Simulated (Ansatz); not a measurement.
Relaxed CsCl (CsCl type):

```
CsCl
1.0
    4.20527     0.00000     0.00000
    0.00000     4.20527     0.00000
    0.00000     0.00000     4.20527
Cs Cl
1 1
Direct
  0.00000   0.00000   0.00000
  0.50000   0.50000   0.50000
```

In this cell atom 1 (Cs, nearest neighbour Cl at 3.642 Å; its periodic images, 4.2 Å or more away, move with it) is moved by s along Cartesian z, unit vector (0.000, 0.000, 1.000); all other atoms and the cell stay fixed.

Method: PBE (plane waves to 420 eV, PAW, scalar-relativistic; Ansatz, a program for electronic structure). k mesh 6×6×6 (Γ-centred), Fermi-Dirac smearing 0.05 eV. Energies are smeared free energies. CsCl was relaxed with its symmetry unable to fall. The zero of ΔE is the undisplaced structure.

```tsv
s (Å)	ΔE (eV/cell)
-0.360	0.0380
-0.288	(withheld)
-0.216	(withheld)
-0.144	0.0059
-0.072	0.0015
0.000	0.0000
0.072	0.0015
0.144	0.0059
0.216	(withheld)
0.288	(withheld)
0.360	0.0380
```

What belongs in the gaps?


- -0.288, ΔE (eV/cell): 0.0240
- -0.216, ΔE (eV/cell): 0.0134
- 0.216, ΔE (eV/cell): 0.0134
- 0.288, ΔE (eV/cell): 0.0240

(A displaced cell: forces are minus the slopes of the energy, force constants its curvatures, and phonons follow from these.)
